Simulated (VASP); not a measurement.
# CdTe (F-43m) in VASP: further runs

The runs below take CdTe through relaxation of cell and atoms, with PBE.

Program: VASP 6.6.1. These are calculated values, not measurements. Logs are shortened: lines on timing, memory, paths and dates and some standing lists are left out, and cuts for length are marked.

### 1 The structure

Symmetry: F-43m, No. 216, cubic system. The conventional cell has a = 6.410 Å, b = 6.410 Å, c = 6.410 Å, α = 90.00°, β = 90.00°, γ = 90.00°. Cd (site symmetry -43m) is surrounded by 4 Te at 2.78 Å. Te (site symmetry -43m) is surrounded by 4 Cd at 2.78 Å.

### 2 Relaxation of cell and atoms, PBE

Input file INCAR:

```
SYSTEM = CdTe
PREC = Accurate ; ENCUT = 600
EDIFF = 1E-6 ; ISMEAR = 0
SIGMA = 0.03 ; LREAL = .False.
LASPH = .True. ; NELM = 80
ALGO = Normal ; ISIF = 3
LWAVE = .False. ; LCHARG = .False.
GGA = PE ; IBRION = 2
NSW = 90 ; EDIFFG = -0.01
```

Input file KPOINTS:

```
regular mesh
0
Gamma
  8 8 8
  0 0 0
```

Input file POSCAR:

```
CdTe
1.0
    0.0000000000      3.2050000000      3.2050000000
    3.2050000000      0.0000000000      3.2050000000
    3.2050000000      3.2050000000      0.0000000000
Cd Te
1 1
Direct
    0.0000000000      0.0000000000      0.0000000000
    0.2500000000      0.2500000000      0.2500000000
```

Potentials or basis: VASP PAW PBE potentials, release 64 (Cd, Te).

The run is started by

```sh
$ cat potpaw_PBE.64/Cd/POTCAR potpaw_PBE.64/Te/POTCAR > POTCAR
$ mpirun -np 1 vasp_std > vasp.out
```

OUTCAR:

```text
SYSTEM = CdTe
   PREC = Accurate
   ENCUT = 600
   EDIFF = 1E-6
   ISMEAR = 0
   LREAL = .False.
   LASPH = .True.
   NELM = 80
   ISIF = 3
   GGA = PE
   IBRION = 2
   NSW = 90
   EDIFFG = -0.01

 ion  position               nearest neighbor table
   1  0.000  0.000  0.000-   2 2.78   2 2.78   2 2.78   2 2.78
   2  0.250  0.250  0.250-   1 2.78   1 2.78   1 2.78   1 2.78

  LATTYP: Found a face centered cubic cell.
 ALAT       =     6.4100000000

  Lattice vectors:

 A1 = (   0.0000000000,   3.2050000000,   3.2050000000)
 A2 = (   3.2050000000,   0.0000000000,   3.2050000000)
 A3 = (   3.2050000000,   3.2050000000,   0.0000000000)

Analysis of symmetry for initial positions (statically):
=====================================================================
 Subroutine PRICEL returns:
 Original cell was already a primitive cell.

 Routine SETGRP: Setting up the symmetry group for a
 face centered cubic supercell.

 Subroutine GETGRP returns: Found 24 space group operations
 (whereof 24 operations were pure point group operations)
 out of a pool of 48 trial point group operations.

The static configuration has the point symmetry T_d .

Analysis of symmetry for dynamics (positions and initial velocities):
=====================================================================
 Subroutine PRICEL returns:
 Original cell was already a primitive cell.

 Routine SETGRP: Setting up the symmetry group for a
 face centered cubic supercell.

 Subroutine GETGRP returns: Found 24 space group operations
 (whereof 24 operations were pure point group operations)
 out of a pool of 48 trial point group operations.

The dynamic configuration has the point symmetry T_d .

 Subroutine INISYM returns: Found 24 space group operations
 (whereof 24 operations are pure point group operations),
 and found     1 'primitive' translations

----------------------------------------------------------------------------------------

                                     Primitive cell

  volume of cell :      65.8437

  direct lattice vectors                    reciprocal lattice vectors
     0.000000000  3.205000000  3.205000000    -0.156006240  0.156006240  0.156006240
     3.205000000  0.000000000  3.205000000     0.156006240 -0.156006240  0.156006240
     3.205000000  3.205000000  0.000000000     0.156006240  0.156006240 -0.156006240

  length of vectors
     4.532554467  4.532554467  4.532554467     0.270210734  0.270210734  0.270210734

  position of ions in fractional coordinates (direct lattice)
     0.000000000  0.000000000  0.000000000
     0.250000000  0.250000000  0.250000000

  ion indices of the primitive-cell ions
   primitive index   ion index
                 1           1
                 2           2

----------------------------------------------------------------------------------------

 KPOINTS: regular mesh

Automatic generation of k-mesh.
 Grid dimensions read from file:
 generate k-points for:    8    8    8

 Generating k-lattice:

  Cartesian coordinates                     Fractional coordinates (reciprocal lattice)
    -0.019500780  0.019500780  0.019500780     0.125000000  0.000000000  0.000000000
     0.019500780 -0.019500780  0.019500780     0.000000000  0.125000000  0.000000000
     0.019500780  0.019500780 -0.019500780     0.000000000  0.000000000  0.125000000

  Length of vectors
     0.033776342  0.033776342  0.033776342

  Shift w.r.t. Gamma in fractional coordinates (k-lattice)
     0.000000000  0.000000000  0.000000000

 Subroutine IBZKPT returns following result:
 ===========================================

 Found     29 irreducible k-points:

 Following reciprocal coordinates:
            Coordinates               Weight
  0.000000  0.000000  0.000000      1.000000
  0.125000  0.000000  0.000000      8.000000
  0.250000  0.000000  0.000000      8.000000
  0.375000  0.000000  0.000000      8.000000
  0.500000  0.000000  0.000000      4.000000
  0.125000  0.125000  0.000000      6.000000
[... 16 lines left out ...]
  0.500000  0.250000  0.125000     48.000000
 -0.375000  0.250000  0.125000     24.000000
 [... further k-points ...]
   k-points           NKPTS =     29   k-points in BZ     NKDIM =     29   number of bands    NBANDS=     13
   number of dos      NEDOS =    301   number of ions     NIONS =      2
   total plane-waves  NPLWV =  46656
   dimension x,y,z NGX =    36 NGY =   36 NGZ =   36
   dimension x,y,z NGXF=    72 NGYF=   72 NGZF=   72
   ions per type =               1   1
   NGX,Y,Z   is equivalent  to a cutoff of  13.20, 13.20, 13.20 a.u.
   NGXF,Y,Z  is equivalent  to a cutoff of  26.41, 26.41, 26.41 a.u.
 SYSTEM =  CdTe
   PREC   = accura    normal or accurate (medium, high low for compatibility)
   ISTART =      0    job   : 0-new  1-cont  2-samecut
   ICHARG =      2    charge: 1-file 2-atom 10-const
   ISPIN  =      1    spin polarized calculation?
   LNONCOLLINEAR =      F non collinear calculations
   LSORBIT =      F    spin-orbit coupling
   LASPH  =      T    aspherical Exc in radial PAW
   ENCUT  =  600.0 eV  44.10 Ry    6.64 a.u.   9.05  9.05  9.05*2*pi/ulx,y,z
   NELM   =     80;   NELMIN=  2; NELMDL= -5     # of ELM steps
   EDIFF  = 0.1E-05   stopping-criterion for ELM
   LREAL  =      F    real-space projection
   EDIFFG = -.1E-01   stopping-criterion for IOM
   NSW    =     90    number of steps for IOM
   IBRION =      2    ionic relax: 0-MD 1-quasi-New 2-CG
   NFREE  =      1    steps in history (QN), initial steepest desc. (CG)
   ISIF   =      3    stress and relaxation
   ISYM   =      2    0-nonsym 1-usesym 2-fastsym
   POTIM  = 0.5000    time-step for ionic-motion
   TEBEG  =    0.0;   TEEND  =   0.0 temperature during run
   PSTRESS=    0.0 pullay stress
   NELECT =      18.0000    total number of electrons
   NUPDOWN=      -1.0000    fix difference up-down
   EMIN   =  10.00;   EMAX   =-10.00  energy-range for DOS
   EFERMI =   0.00;   METHOD = LEGACY
   ISMEAR =     0;   SIGMA  =   0.03  broadening in eV -4-tet -1-fermi 0-gaus
   EFERMI_NEDOS =   21; number of points for ismear=-14 and -15
   IALGO  =     38    algorithm
   IMIX   =      4    mixing-type and parameters
     AMIX     =   0.40;   BMIX     =  1.00
     AMIX_MAG =   1.60;   BMIX_MAG =  1.00
  volume/ion in A,a.u.               =      32.92       222.17
  Fermi-wavevector in a.u.,A,eV,Ry     =   1.062497  2.007828 15.359610  1.128899
  Thomas-Fermi vector in A             =   2.197950
   LORBIT       =      0    0 simple, 1 ext, 2 COOP (PROOUT), +10 PAW based schemes
   GGA     = PE    functional components
   LHFCALC =     F    Hartree Fock is set to
   AEXX    =    0.0000 exact exchange contribution
   IVDW    =     0    specifies the selected vdW correction
   LEPSILON=     F    determine dielectric tensor
   LRPA    =     F    only Hartree local field effects (RPA)
 conjugate gradient relaxation of ions
 non-spin polarized calculation
 Gauss-broadening in eV      SIGMA  =   0.03
  energy-cutoff  :      600.00
  volume of cell :       65.84
 maximum number of plane-waves:      2216
   NGX = 19   NGY = 19   NGZ = 19

--------------------------------------- Ionic step        1  -------------------------------------------

 number of electron      17.9999995 magnetization

 Free energy of the ion-electron system (eV)
  ---------------------------------------------------
  ext. energy  EPLUGINS =         0.00000000
  ---------------------------------------------------
  free energy    TOTEN  =        -4.72644497 eV

  energy without entropy =       -4.72644497  energy(sigma->0) =       -4.72644497

------------------------ aborting loop because EDIFF is reached ----------------------------------------

  FORCE on cell =-STRESS in cart. coord.  units (eV):
  Direction    XX          YY          ZZ          XY          YZ          ZX
  --------------------------------------------------------------------------------------
  -------------------------------------------------------------------------------------
  Total        1.7888376      1.7888376      1.7888376     -0.0000000     -0.0000000      0.0000000
  in kB       43.5278679     43.5278679     43.5278679     -0.0000000     -0.0000000      0.0000000
  external PRESSURE =      43.5278679 kB  Pullay stress =       0.0000000 kB

 VOLUME and BASIS-vectors are now :
 -----------------------------------------------------------------------------
  energy-cutoff  :      600.00
  volume of cell :       65.84
      direct lattice vectors                 reciprocal lattice vectors
     0.000000000  3.205000000  3.205000000    -0.156006240  0.156006240  0.156006240
     3.205000000  0.000000000  3.205000000     0.156006240 -0.156006240  0.156006240
     3.205000000  3.205000000  0.000000000     0.156006240  0.156006240 -0.156006240
[... 37 lines left out ...]
 POSITION                                       TOTAL-FORCE (eV/Angst)
 -----------------------------------------------------------------------------------
      3.34329     -0.00000      3.34329         0.000000      0.000000      0.000000
      1.67165      1.67165      1.67165        -0.000000     -0.000000     -0.000000
 -----------------------------------------------------------------------------------
    total drift:                               -0.000000     -0.000000     -0.000000

  FREE ENERGIE OF THE ION-ELECTRON SYSTEM (eV)
  ---------------------------------------------------
  free  energy   TOTEN  =        -4.8041238280 eV

  energy  without entropy=       -4.8041238280  energy(sigma->0) =       -4.80412383

--------------------------------------- Ionic step        3  -------------------------------------------

 number of electron      18.0000006 magnetization

 Free energy of the ion-electron system (eV)
  ---------------------------------------------------
  ext. energy  EPLUGINS =         0.00000000
  ---------------------------------------------------
  free energy    TOTEN  =        -4.81039512 eV

  energy without entropy =       -4.81039512  energy(sigma->0) =       -4.81039512

 E-fermi :   1.9272     XC(G=0):  -8.3005

 val. band max:        1.7821063566   @ k =   0.0000   0.0000   0.0000
 cond. band min:       2.3593917162   @ k =   0.0000   0.0000   0.0000
 fundamental gap:      0.5772853595
 Fermi energy:         1.9272421056

 k-point     1 :       0.0000    0.0000    0.0000
  band No.  band energies     occupation
      1      -9.0423      2.00000
      2      -6.3030      2.00000
      3      -6.3030      2.00000
      4      -6.3030      2.00000
      5      -6.0874      2.00000
      6      -6.0874      2.00000
      7       1.7821      2.00000
      8       1.7821      2.00000
      9       1.7821      2.00000
     10       2.3594      0.00000
     11       6.4219      0.00000
     12       6.4219      0.00000
     13       6.4219      0.00000

 k-point     2 :       0.1250    0.0000    0.0000
  band No.  band energies     occupation
      1      -8.9924      2.00000
      2      -6.2939      2.00000
      3      -6.2939      2.00000
      4      -6.2606      2.00000
      5      -6.0881      2.00000
      6      -6.0881      2.00000
      7       0.5992      2.00000
      8       1.6625      2.00000
      9       1.6625      2.00000
     10       3.2584      0.00000
     11       6.3754      0.00000
[... 339 lines left out ...]
 k-point    24 :      -0.3750    0.2500    0.1250
  band No.  band energies     occupation
      1      -8.6530      2.00000
      2      -6.2295      2.00000
      3      -6.2197      2.00000
      4      -6.0993      2.00000
      5      -6.0824      2.00000
      6      -5.7046      2.00000
      7      -2.1321      2.00000
      8      -0.0698      2.00000
      9       0.6648      2.00000
     10       4.8713      0.00000
     11       6.4431      0.00000
     12       7.6614      0.00000
     13       8.7970      0.00000

 [... further k-points ...]

------------------------ aborting loop because EDIFF is reached ----------------------------------------

  FORCE on cell =-STRESS in cart. coord.  units (eV):
  Direction    XX          YY          ZZ          XY          YZ          ZX
  --------------------------------------------------------------------------------------
  -------------------------------------------------------------------------------------
  Total        0.0087919      0.0087919      0.0087919      0.0000000      0.0000000      0.0000000
  in kB        0.1940117      0.1940117      0.1940117      0.0000000      0.0000000      0.0000000
  external PRESSURE =       0.1940117 kB  Pullay stress =       0.0000000 kB

 VOLUME and BASIS-vectors are now :
 -----------------------------------------------------------------------------
  energy-cutoff  :      600.00
  volume of cell :       72.60
      direct lattice vectors                 reciprocal lattice vectors
    -0.000000000  3.311140934  3.311140934    -0.151005351  0.151005351  0.151005351
     3.311140934 -0.000000000  3.311140934     0.151005351 -0.151005351  0.151005351
     3.311140934  3.311140934  0.000000000     0.151005351  0.151005351 -0.151005351

 POSITION                                       TOTAL-FORCE (eV/Angst)
 -----------------------------------------------------------------------------------
      0.00000      0.00000      0.00000        -0.000000     -0.000000     -0.000000
      1.65557      1.65557      1.65557         0.000000      0.000000      0.000000
 -----------------------------------------------------------------------------------
    total drift:                               -0.000000     -0.000000     -0.000001

  FREE ENERGIE OF THE ION-ELECTRON SYSTEM (eV)
  ---------------------------------------------------
  free  energy   TOTEN  =        -4.8103951157 eV

  energy  without entropy=       -4.8103951157  energy(sigma->0) =       -4.81039512

 reached required accuracy - stopping structural energy minimisation
```

It took 76 s on 1 thread of Intel Xeon Platinum 8488C (Sapphire Rapids), shared host; peak memory 0.24 GiB.

Results:

- Free energy: -4.8104 eV
- Relaxed volume: 36.30 Å³/atom
- Relaxed cell: a = 4.683 Å, b = 4.683 Å, c = 4.683 Å, α = 60.00°, β = 60.00°, γ = 60.00°
- Space group after relaxing (to 0.05 Å): F-43m (No. 216)
- Energy gained by relaxing: 42.0 meV/atom
- Ionic steps: 3
- Pressure after relaxing: 0.0 GPa
- Band gap on the k mesh: 0.58 eV, direct

Step by step:
```tsv
step	energy change (eV)	largest force (eV/Å)	pressure (GPa)	volume (Å³)
1	0.0000	0.0000	4.35	65.84
2	-0.0777	0.0000	-0.93	74.74
3	-0.0840	0.0000	0.02	72.60
```

Final structure:
```xyz
2
Lattice="0.0000 3.3111 3.3111 3.3111 0.0000 3.3111 3.3111 3.3111 0.0000" Properties=species:S:1:pos:R:3 pbc="T T T"
Cd    0.0000    0.0000    0.0000
Te    1.6556    1.6556    1.6556
```

Caveat: spin-orbit coupling is left out, which moves the levels of the heavy elements; the volume moved by +10 % from the deposited cell, more than functionals usually miss. PBE usually gives volumes a little too large and moduli too small.

### 3 Relaxation of cell and atoms, PBE

This run uses another cell than the first one, of 36.30 Å³/atom, 1.103 times its volume.

Input file INCAR:

```
SYSTEM = CdTe
PREC = Accurate ; ENCUT = 600
EDIFF = 1E-7 ; ISMEAR = 0
SIGMA = 0.03 ; LREAL = .False.
LASPH = .True. ; NELM = 80
ALGO = Normal ; ISIF = 3
LWAVE = .False. ; LCHARG = .False.
GGA = PE ; IBRION = 2
NSW = 90 ; EDIFFG = -0.005
```

KPOINTS is that of step 2.

Input file POSCAR:

```
CdTe                                    
1.0
   -0.0000000000      3.3111409341      3.3111409341
    3.3111409341     -0.0000000000      3.3111409341
    3.3111409341      3.3111409341      0.0000000000
  Cd              Te            
     1     1
Direct
     0.0000000000000000    0.0000000000000000    0.0000000000000000
     0.2500000000000000    0.2500000000000000    0.2500000000000000
```

Potentials or basis: VASP PAW PBE potentials, release 64 (Cd, Te).

The run is started by

```sh
$ cat potpaw_PBE.64/Cd/POTCAR potpaw_PBE.64/Te/POTCAR > POTCAR
$ mpirun -np 1 vasp_std > vasp.out
```

It took 41 s on 1 thread of Intel Xeon Platinum 8488C (Sapphire Rapids), shared host; peak memory 0.25 GiB.

It converged, with:

```
Free energy             : -4.8118 eV
Pressure after relaxing : 0.0 GPa
Band gap on the k mesh  : 0.58 eV, direct
```

Final structure:
```
CELL_PARAMETERS angstrom
0.00000 3.31114 3.31114
3.31114 0.00000 3.31114
3.31114 3.31114 0.00000
ATOMIC_POSITIONS crystal
Cd 0.00000 0.00000 0.00000
Te 0.25000 0.25000 0.25000
```

Levels at points of the mesh, in eV from the valence-band top:
```
           k point  band 7  band 8  band 9  band 10  band 11  band 12
(0.00, 0.00, 0.00)    0.00    0.00    0.00     0.58     4.64     4.64
(0.50, 0.00, 0.00)   -4.07   -0.68   -0.68     1.75     5.21     5.21
(0.50, 0.50, 0.00)   -4.00   -1.65   -1.65     2.67     2.74     8.50
```

Caveat: the relaxation stopped at its first step, so nothing moved; spin-orbit coupling is left out, which moves the levels of the heavy elements.
